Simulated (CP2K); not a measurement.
**AlN in CP2K: the effect of functional**

Crystal: AlN.

```
Al N
1.0
     3.08863    0.00000    0.00000
     1.54432    2.67483    0.00000
     1.54432    0.89161    2.52186
Al N
1 1
Direct
  0.00000 0.00000 0.00000
  0.25000 0.25000 0.25000
```

Measurements of this composition are mostly on another form, of space group No. 186.

Alike in all runs:

```yaml
Program: CP2K 2026.2
Task: band structure
Potentials_or_basis: POTENTIAL_UZH Al GTH-PBE-q3, N GTH-PBE-q5; TZVP-MOLOPT-PBE-GTH basis
Density_cutoff: 9184 eV
k_mesh: 10 × 10 × 10
Occupations: fermi-dirac, width 0.05 eV
Spin: no spin polarisation
```

```tsv
functional	gap on the mesh (eV)	pressure (GPa)
LDA	3.16	3.5
PBEsol	3.17	3.4
optB88-vdW	3.53	3.0
RPBE	3.39	4.1
rev-vdW-DF2	?	?
M06-L	3.78	-3.5
```

Task: What does the run with functional rev-vdW-DF2 give?

Result: gap on the mesh 3.38 eV; pressure 3.4 GPa.

Caveats: the potentials were made for another functional, which shifts forces and pressure; the basis of atomic orbitals isn't converged, which shifts pressures, moduli and gaps.

Runs at the PBE level aren't shown here.
